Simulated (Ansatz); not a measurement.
As (omega (AlB2-type)): energy against volume

Computed with DFT, RPBE, plane waves (420 eV) with PAW, scalar-relativistic in Ansatz. The PAW files were generated under PBE, with cores re-solved for the functional.

The cell is scaled uniformly from the relaxed one, with fractional coordinates and shape fixed. Energies are extrapolated to zero smearing, pressures are those at the given smearing. Magnetic state: spin not included.

A Birch-Murnaghan fit gives V₀ = 19.62 Å³/atom, B₀ = 75 GPa, B₀′ = 4.5.

(1) What are the energy above the minimum and the pressure at 17.252 Å³/atom?

(2) What are the energy above the minimum and the pressure at 18.820 Å³/atom?

(3) What are the energy above the minimum and the pressure at 21.173 Å³/atom?

## Answers

(1) 84.6 meV/atom and 12.96 GPa as computed.

(2) 8.3 meV/atom and 3.54 GPa as computed.

(3) 24.7 meV/atom and -4.67 GPa as computed.
